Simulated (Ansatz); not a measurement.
The system is Hf2S.

```xyz
6
Lattice="3.3743 0.0000 0.0000 -1.6871 2.9222 0.0000 0.0000 0.0000 11.7174" Properties=species:S:1:pos:R:3 pbc="T T T"
Hf    0.0000    1.9481    1.1739
Hf    1.6871    0.9741    7.0327
Hf    0.0000    1.9481    4.6848
Hf    1.6871    0.9741   10.5435
S     0.0000    0.0000    2.9294
S     0.0000    0.0000    8.7881
```

The cell comes from a database or a generator and needn't be the stable form of this composition.

Base run:

- Program: Ansatz 0.2.0
- Functional: PBEsol
- Potentials or basis: Ansatz PAW
- Cutoff: 420 eV
- Density cutoff: 1680 eV
- k mesh: 9 × 9 × 3
- Occupations: fermi-dirac, width 0.05 eV
- Spin: no spin polarisation
- Hubbard terms: Hf d U = 4 eV

Its results: band gap on the k mesh none (metal or under the smearing width); pressure 2.0 GPa; largest force 0.141 eV/Å.

Question: The run is repeated on the same cell with these changes: hubbard terms from Hf d U = 4 eV to Hf d U = 3 eV. What comes out?

Answer: Band gap on the k mesh none (metal or under the smearing width); pressure 0.7 GPa; largest force 0.158 eV/Å.

Caveats: U without spin polarisation on a metal has little footing; the PAW data sets come from PBE, with cores solved anew for the run's functional, which leaves a small shift of forces and pressure; the density of states is complete only up to the lowest level of the last band computed.

Not every run made on this cell is shown here.
